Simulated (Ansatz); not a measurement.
Recipe of this trial structure of Hf4C: species swapped into a database cell of SnF4 (I4/mmm, No. 139), with C on the Sn sites and Hf on the F sites. The dimensions are guesses.

```
CELL_PARAMETERS angstrom
-2.18369 2.18369 4.16000
2.18369 -2.18369 4.16000
2.18369 2.18369 -4.16000
ATOMIC_POSITIONS crystal
Hf 0.75561 0.75561 0.00000
Hf 0.50000 0.00000 0.50000
Hf 0.00000 0.50000 0.50000
Hf 0.24439 0.24439 0.00000
C 0.00000 0.00000 0.00000
```

Theory: DFT PBE, scalar-relativistic, plane waves, PAW (Ansatz 0.2.0). Cutoff 420 eV, Gaussian smearing, Γ-centred meshes. Cell and atoms relax first on a coarse mesh, the cell is then made exact in the group found at 0.06 to 0.08 Å, and last on a converged mesh; the steps can't lower the symmetry of their start. No spin polarisation.

A guess keeps its type if space group and coordination stay and the shape of the cell changes little (axis ratios within about 15 %, angles within 6°); the volume may change.

Question: Will the relaxed cell still be of the starting type?

Answer: It keeps its type. The symmetry stays I4/mmm (No. 139). The volume per atom grows by 21.4 %, from 15.9 to 19.3 Å³. The shortest distance goes from 2.03 Å (Hf–C) to 2.22 Å (Hf–C). The ratio c/a of the conventional cell changes by a factor of 1.07. Counting neighbours within 15 % of an atom's shortest distance, the start has C 6, Hf 1/2 and the end C 6, Hf 1/2.

Energies over the elements count from the elements' standard structures at the same level, with no fitted energy shifts.

Question: At what energy does it end?

Answer: −0.30 eV/atom.

The last run used a 10×10×10 mesh for its 5-atom cell and Gaussian smearing of 0.10 eV. Spin–orbit coupling, which can matter for Hf, is left out. The reference form of C is held partly by dispersion forces, which this level lacks. Symmetry constrained the relaxation, so the result can be a saddle point. Another cell of the same search, in P-3m1, lies 81 meV/atom lower, so this cell isn't the stable form at this level.

In counts of neighbours, a slash parts the counts of unlike sites.
